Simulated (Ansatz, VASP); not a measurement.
## Two plane-wave programs on GaSb

Contents of INCAR:

```
SYSTEM = GaSb
PREC = Accurate
ENCUT = 520
EDIFF = 1E-6
ISMEAR = 0
SIGMA = 0.011
LREAL = .FALSE.
LASPH = .TRUE.
NELM = 60
ALGO = Normal
ISIF = 2
LWAVE = .FALSE.
LCHARG = .FALSE.
GGA = PE
NBANDS = 16
```

The input KPOINTS:

```
regular mesh
0
G
  8 8 8
  0 0 0
```

POSCAR

```
GaSb
1.0
    0.0000000000      3.0590000000      3.0590000000
    3.0590000000      0.0000000000      3.0590000000
    3.0590000000      3.0590000000      0.0000000000
Sb Ga
1 1
Direct
    0.7500000000      0.7500000000      0.7500000000
    0.0000000000      0.0000000000      0.0000000000
```

The input input.yaml:

```yaml
crystal:
  lattice:
    - [0.0, 3.059, 3.059]
    - [3.059, 0.0, 3.059]
    - [3.059, 3.059, 0.0]
  atoms:
    - { symbol: Sb, position: [0.75, 0.75, 0.75] }
    - { symbol: Ga, position: [0.0, 0.0, 0.0] }
hamiltonian:
  xc: pbe
  pseudopotentials: { kind: paw }
kpoints:
  mp_grid: { grid: [8, 8, 8] }
scf:
  occupations: { method: gaussian, width: 0.011 }
output:
  forces: true
  stress: true
  eigenvalues: true
```

Alike in both runs: task single point; functional PBE; k mesh 8 × 8 × 8; occupations gaussian, width 0.011 eV; no spin polarisation.

```csv
,VASP,Ansatz
version,VASP 6.6.1,Ansatz 0.2.0
potentials or method,"VASP PAW PBE potentials, release 64 (Sb, Ga_d)",Ansatz PAW
plane-wave cutoff (eV),520,420
valence electrons in the cell,18,28
```

VASP gave:

| Property | Result |
| --- | --- |
| gap on the k mesh at the Fermi level (eV) | 0.04 |
| least direct gap on the mesh (eV) | 0.04 |
| pressure (GPa) | 2.4 |

Q: What did Ansatz give for the same quantities?

A: gap on the k mesh at the Fermi level (eV): 0.03; least direct gap on the mesh (eV): 0.03; pressure (GPa): 2.3.

With one functional, cell and mesh, what is left measures potentials, basis and numerics. The two sets of potentials don't hold the same shells in valence.

Caveats: spin-orbit coupling is left out, which moves the levels of the heavy elements. PBE gaps usually lie below the measured ones, often by a third to a half. A k mesh can miss the band edges.
